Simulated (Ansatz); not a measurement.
A run of Ansatz 0.2.0 is set up as follows.

input.yaml

```yaml
crystal:
  lattice:
    - [0.0, 2.1554, 2.1554]
    - [2.1554, 0.0, 2.1554]
    - [2.1554, 2.1554, 0.0]
  atoms:
    - { symbol: Fe, position: [0.0, 0.0, 0.0], spin: 3.0 }
    - { symbol: O, position: [0.5, 0.5, 0.5] }
kpoints:
  mp_grid: { grid: [11, 11, 11] }
  band_path:
    path:
      - [0.0, 0.0, 0.0]
      - [0.5, 0.0, 0.5]
      - [0.5, 0.25, 0.75]
      - [0.375, 0.375, 0.75]
      - [0.0, 0.0, 0.0]
      - [0.5, 0.5, 0.5]
      - [0.625, 0.25, 0.625]
      - [0.5, 0.25, 0.75]
    npoints: 8
scf:
  occupations: { method: fermi_dirac, width: 0.05 }
hamiltonian:
  xc: revpbe
  pseudopotentials: { kind: all_electron, lapw: { basis_error: 0.001 } }
magnetization:
  spin_polarized: true
output:
  forces: true
  stress: true
  eigenvalues: true
```

Potentials or basis: all-electron LAPW, scalar-relativistic.

Run with:

```console
$ ansatz run input.yaml --threads 2 --pin off --max-ram 6144MiB --backend cpu --events-out ev --progress --plain --runs-dir out
```

(1) Estimate the absolute moment.

(2) Estimate the site moments.

(3) Predict the pressure.

(4) Estimate the band gap along the path.

## Answers

(1) 4.02 μB per cell.

(2) Fe +3.63; O +0.32 μB.

(3) 3.7 GPa.

(4) none (metal or under the smearing width).

Caveat: a cell with one magnetic atom can't hold antiferromagnetic order, which such compounds often take; semilocal functionals often make such compounds metallic where correlation or magnetic order opens a gap, which also shifts bond lengths.

**What was measured.**

From “W\"ustite: Electric, thermodynamic and optical properties of FeO”, 2012, arxiv:1203.1201, for a bulk crystal of FeO: band gap 2.4 eV (optical).

Against the measured gap of FeO, 2.4 eV (optical; quoted in “W\"ustite: Electric, thermodynamic and optical properties of FeO”, 2012, arxiv:1203.1201), the calculated 0.00 eV is off by -2.40 eV. So large a miss can be the level of theory's own, or it may mean another phase, state or a wrong row. The value is that of revPBE, without temperature or zero-point motion. Semilocal functionals fall short of measured gaps as a rule. The run's magnetic order (collinear spin, ferromagnetic start) needn't be the measured crystal's.
